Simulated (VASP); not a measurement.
# SnSe (Fm-3m) in VASP: a series of runs, part 2 of 2

VASP 6.6.1.

## (3) Single point, LDA, spin-orbit coupling, no magnetisation

File INCAR:

```
SYSTEM = SnSe
PREC     = Accurate       ! precision mode
ENCUT    = 340            ! plane-wave cutoff, eV
EDIFF    = 1E-7           ! SCF threshold, eV
ISMEAR   = 0              ! smearing method
SIGMA    = 0.02           ! smearing width, eV
LREAL    = .FALSE.        ! projectors in reciprocal space
LASPH    = .TRUE.         ! aspherical terms in the spheres
NELM     = 100            ! most SCF steps
ALGO     = Normal         ! electronic algorithm
ISIF     = 2              ! what is computed and relaxed
LWAVE    = .FALSE.        ! write WAVECAR
LCHARG   = .FALSE.        ! write CHGCAR
MAGMOM   = 0 0 0 0 0 0    ! initial moments
LORBIT   = 11             ! projections on sites
LSORBIT  = .TRUE.         ! spin-orbit coupling
GGA_COMPAT= .FALSE.      
NBANDS   = 36             ! bands
```

File KPOINTS:

```
regular mesh
0
G
  5 5 5
  0 0 0
```

File POSCAR:

```
SnSe
1.0
    0.0000000000      3.0100000000      3.0100000000
    3.0100000000      0.0000000000      3.0100000000
    3.0100000000      3.0100000000      0.0000000000
Sn Se
1 1
Direct
    0.0000000000      0.0000000000      0.0000000000
    0.5000000000      0.5000000000      0.5000000000
```

Potentials or basis: VASP PAW LDA potentials, release 64 (Sn_d, Se).

Started as:

```sh
cat potpaw_LDA.64/Sn_d/POTCAR potpaw_LDA.64/Se/POTCAR > POTCAR
mpirun -np 1 vasp_ncl > vasp.out
```

OUTCAR:

```text
SYSTEM = SnSe
   PREC = Accurate
   ENCUT = 340
   EDIFF = 1E-7
   ISMEAR = 0
   LREAL = .FALSE.
   LASPH = .TRUE.
   NELM = 100
   ISIF = 2
   LORBIT = 11
   LSORBIT = .TRUE.

 Found     10 irreducible k-points:

 Following reciprocal coordinates:
            Coordinates               Weight
  0.000000  0.000000  0.000000      1.000000
  0.200000  0.000000  0.000000      8.000000
  0.400000  0.000000  0.000000      8.000000
  0.200000  0.200000  0.000000      6.000000
  0.400000  0.200000  0.000000     24.000000
 -0.400000  0.200000  0.000000     24.000000
   k-points           NKPTS =     10   k-points in BZ     NKDIM =     10   number of bands    NBANDS=     36
   number of dos      NEDOS =    301   number of ions     NIONS =      2
   total plane-waves  NPLWV =  21952
   dimension x,y,z NGX =    28 NGY =   28 NGZ =   28
   dimension x,y,z NGXF=    56 NGYF=   56 NGZF=   56
   ions per type =               1   1
   NGX,Y,Z   is equivalent  to a cutoff of  10.94, 10.94, 10.94 a.u.
   NGXF,Y,Z  is equivalent  to a cutoff of  21.87, 21.87, 21.87 a.u.
 SYSTEM =  SnSe
   PREC   = accura    normal or accurate (medium, high low for compatibility)
   ISTART =      0    job   : 0-new  1-cont  2-samecut
   ICHARG =      2    charge: 1-file 2-atom 10-const
   ISPIN  =      1    spin polarized calculation?
   LNONCOLLINEAR =      T non collinear calculations
   LSORBIT =      T    spin-orbit coupling
   LASPH  =      T    aspherical Exc in radial PAW
   ENCUT  =  340.0 eV  24.99 Ry    5.00 a.u.   6.40  6.40  6.40*2*pi/ulx,y,z
   NELM   =    100;   NELMIN=  2; NELMDL= -5     # of ELM steps
   EDIFF  = 0.1E-06   stopping-criterion for ELM
   LREAL  =      F    real-space projection
   EDIFFG = 0.1E-05   stopping-criterion for IOM
   NSW    =      0    number of steps for IOM
   IBRION =     -1    ionic relax: 0-MD 1-quasi-New 2-CG
   NFREE  =      0    steps in history (QN), initial steepest desc. (CG)
   ISIF   =      2    stress and relaxation
   ISYM   =      2    0-nonsym 1-usesym 2-fastsym
   POTIM  = 0.5000    time-step for ionic-motion
   TEBEG  =    0.0;   TEEND  =   0.0 temperature during run
   PSTRESS=    0.0 pullay stress
   NELECT =      20.0000    total number of electrons
   NUPDOWN=      -1.0000    fix difference up-down
   EMIN   =  10.00;   EMAX   =-10.00  energy-range for DOS
   EFERMI =   0.00;   METHOD = LEGACY
   ISMEAR =     0;   SIGMA  =   0.02  broadening in eV -4-tet -1-fermi 0-gaus
[... 282 lines left out ...]
    total drift:                               -0.000000      0.000000      0.000000

  FREE ENERGIE OF THE ION-ELECTRON SYSTEM (eV)
  ---------------------------------------------------
  free  energy   TOTEN  =        -9.5653334067 eV

  energy  without entropy=       -9.5653334067  energy(sigma->0) =       -9.56533341

 Spin-Orbit-Coupling matrix elements

 Ion:    1  E_soc:     -0.0913766
 l=   1
     0.0000000    -0.0089056    -0.0089056
    -0.0089056     0.0000000    -0.0089056
    -0.0089056    -0.0089056     0.0000000
 l=   2
     0.0000000    -0.0012602     0.0000000    -0.0012602    -0.0050637
    -0.0012602     0.0000000    -0.0037978    -0.0012602    -0.0012659
     0.0000000    -0.0037978     0.0000000    -0.0037978     0.0000000
    -0.0012602    -0.0012602    -0.0037978     0.0000000    -0.0012659
    -0.0050637    -0.0012659     0.0000000    -0.0012659     0.0000000
 l=   3
     0.0000000     0.0000000     0.0000000     0.0000000     0.0000000     0.0000000     0.0000000
     0.0000000     0.0000000     0.0000000     0.0000000     0.0000000     0.0000000     0.0000000
     0.0000000     0.0000000     0.0000000     0.0000000     0.0000000     0.0000000     0.0000000
     0.0000000     0.0000000     0.0000000     0.0000000     0.0000000     0.0000000     0.0000000
     0.0000000     0.0000000     0.0000000     0.0000000     0.0000000     0.0000000     0.0000000
     0.0000000     0.0000000     0.0000000     0.0000000     0.0000000     0.0000000     0.0000000
     0.0000000     0.0000000     0.0000000     0.0000000     0.0000000     0.0000000     0.0000000

 Ion:    2  E_soc:     -0.0436837
 l=   1
     0.0000000    -0.0072884    -0.0072884
    -0.0072884     0.0000000    -0.0072884
    -0.0072884    -0.0072884     0.0000000
 l=   2
     0.0000000    -0.0000016     0.0000000    -0.0000016     0.0000094
    -0.0000016     0.0000000     0.0000070    -0.0000016     0.0000023
     0.0000000     0.0000070     0.0000000     0.0000070     0.0000000
    -0.0000016    -0.0000016     0.0000070     0.0000000     0.0000023
     0.0000094     0.0000023     0.0000000     0.0000023     0.0000000
 l=   3
     0.0000000     0.0000000     0.0000000     0.0000000     0.0000000     0.0000000     0.0000000
     0.0000000     0.0000000     0.0000000     0.0000000     0.0000000     0.0000000     0.0000000
     0.0000000     0.0000000     0.0000000     0.0000000     0.0000000     0.0000000     0.0000000
     0.0000000     0.0000000     0.0000000     0.0000000     0.0000000     0.0000000     0.0000000
     0.0000000     0.0000000     0.0000000     0.0000000     0.0000000     0.0000000     0.0000000
     0.0000000     0.0000000     0.0000000     0.0000000     0.0000000     0.0000000     0.0000000
     0.0000000     0.0000000     0.0000000     0.0000000     0.0000000     0.0000000     0.0000000

 total charge

# of ion       s       p       d       tot
------------------------------------------
    1        1.387   0.689   9.984  12.060
    2        1.488   2.275   0.025   3.788
--------------------------------------------------
tot          2.875   2.964  10.009  15.848

 magnetization (x)

# of ion       s       p       d       tot
------------------------------------------
    1        0.000   0.000   0.000   0.000
    2        0.000  -0.000  -0.000  -0.000
--------------------------------------------------
tot          0.000   0.000   0.000   0.000

 magnetization (y)

# of ion       s       p       d       tot
------------------------------------------
    1       -0.000   0.000  -0.000  -0.000
    2        0.000  -0.000  -0.000  -0.000
--------------------------------------------------
tot         -0.000   0.000  -0.000  -0.000

 magnetization (z)

# of ion       s       p       d       tot
------------------------------------------
    1        0.000   0.000  -0.000   0.000
    2        0.000   0.000  -0.000   0.000
--------------------------------------------------
tot          0.000   0.000  -0.000   0.000
```

stdout:

```text
POSCAR found type information on POSCAR SnSe
 POSCAR found :  2 types and       2 ions
 scaLAPACK will be used
 LDA part: xc-table for (Slater(with rela. corr.)+CA(PZ))
 , standard interpolation
 POSCAR, INCAR and KPOINTS ok, starting setup
 FFT: planning ... GRIDC
 FFT: planning ... GRID_SOFT
 FFT: planning ... GRID
 WAVECAR not read
 entering main loop
```

Run time: 17 s. Hardware: 1 thread of Intel Xeon Platinum 8488C (Sapphire Rapids), shared host; peak memory 0.2 GiB.

The run converged, but some of its settings lie outside the range that counts as converged, so its numbers aren't taken as properties of the crystal.

Results:

```yaml
Free_energy: -9.5653 eV
Pressure: -3.7 GPa
Valence_electrons_inside_the_program's_atomic_spheres: Sn 12.06; Se 3.79
```

Caveat: the k mesh is coarse (spacing up to 0.36 Å⁻¹), so the values aren't converged; this odd mesh misses L, where the gap lies, so gap, dielectric constants and Born charges aren't listed.

## (4) For comparison

An earlier run on the cell as given: functional PBEsol; potentials or basis VASP PAW PBE potentials, release 64 (Sn_d, Se); cutoff 520 eV; k mesh 8 × 8 × 8; occupations fermi-dirac, width 0.05 eV; no spin polarisation.

* Pressure: -1.9 GPa
* Band gap on the k mesh: 0.65 eV, direct
